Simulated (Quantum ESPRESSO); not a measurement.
# GaP: dielectric tensor with AM05

The system is GaP.

```xyz
2
Lattice="0.0000 2.7252 2.7252 2.7252 0.0000 2.7252 2.7252 2.7252 0.0000" Properties=species:S:1:pos:R:3 pbc="T T T"
Ga    0.0000    0.0000    0.0000
P     4.0879    4.0879    4.0879
```

| Item | Value |
| --- | --- |
| Program | Quantum ESPRESSO 7.5 |
| Task | dielectric tensor |
| Functional | AM05 |
| Potentials or basis | PseudoDojo 0.4.1 SR PBE standard |
| Cutoff | 1088 eV |
| Density cutoff | 4354 eV |
| k mesh | 6 × 6 × 6, shifted |
| Occupations | fermi-dirac, width 0.05 eV |
| Spin | no spin polarisation |
| Mixing beta | 0.5 |
| Most SCF iterations | 120 |
| SCF threshold | 4e-10 Ry |

- Pressure: -0.1 GPa
- Electronic dielectric tensor (diagonal): 10.75
- Born charges (mean of the diagonal): Ga +2.12; P -2.13 e

Levels at points of the mesh, in eV from the valence-band top:
| k point | band 5 | band 6 | band 7 | band 8 | band 9 | band 10 | band 11 | band 12 | band 13 | band 14 |
| --- | --- | --- | --- | --- | --- | --- | --- | --- | --- | --- |
| (0.08, 0.08, 0.08) | -14.26 | -12.33 | -0.81 | 0.00 | 0.00 | 2.37 | 4.10 | 4.10 | 4.13 | 9.45 |

Electronic dielectric tensor:
```
10.75  0.00  0.00
 0.00 10.75  0.00
 0.00  0.00 10.75
```

Born effective charge tensors (e):
atom 1, Ga
```
2.12 0.00 0.00
0.00 2.12 0.00
0.00 0.00 2.12
```
atom 2, P
```
-2.13  0.00  0.00
 0.00 -2.13  0.00
 0.00  0.00 -2.13
```

Wall time 12 min on 1 thread of Intel(R) Xeon(R) Processor @ 2.50GHz (Skylake/Cascade Lake) (shared host), peak memory 0.09 GiB.

Caveat: the potentials were made for another functional, which shifts forces and pressure.
